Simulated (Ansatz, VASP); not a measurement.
# Two plane-wave programs on ZrB2

INCAR

```
ALGO = Fast ; EDIFF = 1E-6
ENCUT = 520 ; GGA = PE
ISIF = 2 ; ISMEAR = 0
LASPH = T ; LCHARG = F
LREAL = F ; LWAVE = F
NBANDS = 16 ; NELM = 80
PREC = Accurate ; SIGMA = 0.1
```

KPOINTS

```
k-points
0
Gamma
  6 6 6
```

Contents of POSCAR:

```
ZrB2
1.0
    3.1700000000      0.0000000000      0.0000000000
   -1.5850000000      2.7453005300      0.0000000000
    0.0000000000      0.0000000000      3.5330000000
Zr B
1 2
Direct
    0.0000000000      0.0000000000      0.0000000000
    0.3333333333      0.6666666667      0.5000000000
    0.6666666667      0.3333333333      0.5000000000
```

Input for Ansatz:

```yaml
crystal:
  lattice:
    - [3.17, 0.0, 0.0]
    - [-1.585, 2.74530053, 0.0]
    - [0.0, 0.0, 3.533]
  atoms:
    - { symbol: Zr, position: [0.0, 0.0, 0.0] }
    - { symbol: B, position: [0.3333333333, 0.6666666667, 0.5] }
    - { symbol: B, position: [0.6666666667, 0.3333333333, 0.5] }
basis:
  ecutwfc: 420
kpoints:
  mp_grid: { grid: [6, 6, 6] }
hamiltonian:
  xc: pbe
scf:
  occupations: { method: gaussian, width: 0.1 }
output:
  forces: true
  stress: true
  eigenvalues: true
```

Alike in both runs: task single point; functional PBE; k mesh 6 × 6 × 6; occupations gaussian, width 0.1 eV; no spin polarisation.

```csv
,VASP,Ansatz
version,VASP 6.6.1,Ansatz 0.2.0
potentials or method,"VASP PAW PBE potentials, release 64 (Zr_sv, B)","scalar-relativistic, plane waves, PAW"
plane-wave cutoff (eV),520,420
valence electrons in the cell,18,18
```

```csv
,VASP,Ansatz,Ansatz less VASP
gap on the k mesh at the Fermi level (eV),none,none,-
pressure (GPa),1.1,1.0,-0.15
largest component of the traceless stress (GPa),0.67,0.70,+0.036
```

A gap of «none» marks a metal or a gap that the smearing closes. The functional is the same, so the differences come from potentials, cutoffs and numerics.

Caveats: the k mesh is coarse (spacing up to 0.38 Å⁻¹), so the values aren't converged.
